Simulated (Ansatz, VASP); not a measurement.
**Two plane-wave programs on Au**

```xyz
2
Lattice="2.9117 0.0000 0.0000 -1.4559 2.5216 0.0000 0.0000 0.0000 4.9017" Properties=species:S:1:pos:R:3 pbc="T T T"
Au    0.0000    1.6811    1.2254
Au    1.4559    0.8405    3.6763
```

Alike in both runs: functional PBE; k mesh 15 × 15 × 8; occupations fermi-dirac, width 0.08 eV; no spin polarisation.

Ansatz relaxed the structure, and its values are those at the end. VASP's run is a single point on that final structure, the one shown.

```csv
,VASP,Ansatz
version,VASP 6.6.1,Ansatz 0.2.0
potentials or method,"VASP PAW PBE potentials, release 64 (Au)","PAW with Ansatz's default frozen-core files, scalar-relativistic"
plane-wave cutoff (eV),520,420
valence electrons in the cell,22,38
```

Ansatz gave:

- pressure (GPa): 0.0

What did VASP give for the same quantities?

Pressure (GPa): -0.3.

The two sets of potentials don't hold the same shells in valence.

The runs have no spin-orbit coupling, so splittings on Au are missing.
